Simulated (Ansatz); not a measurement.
Crystal: RbBr.

```
CELL_PARAMETERS angstrom
0.00000 3.42700 3.42700
3.42700 0.00000 3.42700
3.42700 3.42700 0.00000
ATOMIC_POSITIONS crystal
Rb 0.00000 0.00000 0.00000
Br 0.50000 0.50000 0.50000
```

| Property | Result |
| --- | --- |
| Program | Ansatz 0.2.0 |
| Task | relaxation of cell and atoms |
| Functional | PBE |
| Potentials or basis | all-electron LAPW, scalar-relativistic |
| Basis error allowed | 0.001 eV/atom |
| k mesh | 5 × 5 × 5 |
| Occupations | fermi-dirac, width 0.05 eV |
| Spin | no spin polarisation |

At the start: volume 40.25 Å³/atom.

How do energy, volume and symmetry change on relaxing?

Over 5 steps the energy falls by 8.6 meV/atom and the volume is 43.18 Å³/atom (+7.3 %); space group Fm-3m (No. 225, to 0.05 Å).

The path:
```tsv
step	energy change (eV)	largest force (eV/Å)	volume (Å³)
1	0.0000	0.0000	80.50
2	-0.0120	0.0000	83.07
3	-0.0171	0.0000	85.97
4	-0.0172	0.0000	86.36
5	-0.0172	0.0000	86.36
```

Final structure:
```xyz
2
Lattice="0.0000 3.5083 3.5083 3.5083 0.0000 3.5083 3.5083 3.5083 0.0000" Properties=species:S:1:pos:R:3 pbc="T T T"
Rb    0.0000    0.0000    0.0000
Br    3.5083    3.5083    3.5083
```
